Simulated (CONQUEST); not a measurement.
## Pd in CONQUEST: convergence with k mesh

Pd:

```
Pd
1.0
     2.75277    0.00000    0.00000
     0.00000    2.75277    0.00000
     0.00000    0.00000    3.89300
Pd
2
Direct
  0.00036 0.99637 0.00627
  0.50270 0.52291 0.49242
```

The cell isn't the ideal one: atoms moved at random.

```yaml
Program: CONQUEST 1.3
Task: convergence study
Functional: PBEsol
Potentials_or_basis: PseudoDojo NC PBEsol, DZP, grid cutoff 120 Ha
k_mesh: 2 × 2 × 1
Occupations: fermi-dirac, width 0.05 eV
Spin: no spin polarisation
```

These are the settings of the first run; the series varies k mesh, with any setting tied to it.

Hardware: 1 thread of AMD EPYC 7B13 (Zen 3) (shared host).

The values tried are 2 × 2 × 1, 2 × 2 × 2, 3 × 3 × 3, 4 × 4 × 3, 6 × 6 × 4, 7 × 7 × 5, 8 × 8 × 6, 10 × 10 × 7, 12 × 12 × 9, 14 × 14 × 10, loosest first. From which on does the largest force stay within 0.005 eV/Å of the tightest run that finished?

From 12 × 12 × 9 on.

```tsv
k mesh	energy less the tightest run, at zero smearing (meV/atom)	pressure (GPa)	largest force (eV/Å)	SCF cycles	CPU time (s)	peak memory (GiB)
2 × 2 × 1	557.14	19.21	0.608	8	32	0.6
2 × 2 × 2	1070.58	25.38	0.477	12	39	0.6
3 × 3 × 3	174.04	0.45	0.721	8	34	0.61
4 × 4 × 3	-111.36	-1.83	0.849	7	37	0.61
6 × 6 × 4	2.87	0.06	0.711	7	49	0.61
7 × 7 × 5	-6.60	0.23	0.705	7	53	0.61
8 × 8 × 6	4.78	0.38	0.721	7	78	0.61
10 × 10 × 7	-6.74	0.00	0.722	7	110	0.61
12 × 12 × 9	-3.44	0.00	0.709	7	170	0.61
14 × 14 × 10	0.00	0.09	0.704	7	260	0.6
```

Against the tightest run, the pressure stays within 0.1 GPa from 10 × 10 × 7 on. Not settled before the last step: the energy (to 1 meV/atom). Meshes of other sizes hit other points, so gaps and Fermi surfaces needn't settle smoothly. The tightest run that finished is the yardstick and may itself not be fully converged.

Caveat, for the tightest run too: the basis of atomic orbitals isn't converged, which shifts pressures, moduli and gaps.
